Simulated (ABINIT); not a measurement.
Input of an ABINIT 10.8.3 (patched build) run:

run.abi

```
# Pseudopotentials
pp_dirpath "./"
pseudos "Pb.GGA_PBE-JTH.xml, Se.GGA_PBE-JTH.xml"

# Structure
acell 3*1.0 Angstrom
rprim
     0.0000000000     3.0606500000     3.0606500000
     3.0606500000     0.0000000000     3.0606500000
     3.0606500000     3.0606500000     0.0000000000
ntypat 2
znucl 82 34
natom 2
typat 1 2
xred
     0.0000000000     0.0000000000     0.0000000000
     0.5000000000     0.5000000000     0.5000000000

# Plane-wave basis
ecut 12.0
pawecutdg 24.0

# k points
kptopt 1
ngkpt 6 6 6
nshiftk 1
shiftk 0.0 0.0 0.0

# Exchange and correlation
ixc -116133

# Bands and occupations
nband 14
occopt 3
tsmear 0.00183747

# SCF cycle
nstep 100
tolvrs 1.0e-9

# Output
iomode 3
prtwf 0
prtden 0
prteig 0
prtebands 0
enunit 2
```

Potentials or basis: JTH PAW PBE v2.0.

Command:

```sh
$ abinit run.abi > log 2>&1
```

Q: Estimate the band gap on the k mesh.

A: 0.20 eV, direct.

Caveat: spin-orbit coupling is left out, which as a rule narrows the gap of such compounds by several tenths of an eV.

**What was measured.**

From a printed reference work, monograph, for a bulk crystal of PbSe at 300 K: band gap 0.28 eV (direct).

Against the measured gap of PbSe, 0.28 eV (direct; 300 K; a printed reference work, monograph), the calculated 0.20 eV is off by -0.08 eV. 2 values of this kind are on record (0.15 to 0.28 eV); this one was drawn at random. Spin-orbit coupling on Pb, Se is left out. The value is that of PBEsol on a finite k mesh, which can miss the band edges, without temperature or zero-point motion. Semilocal functionals fall short of measured gaps as a rule.
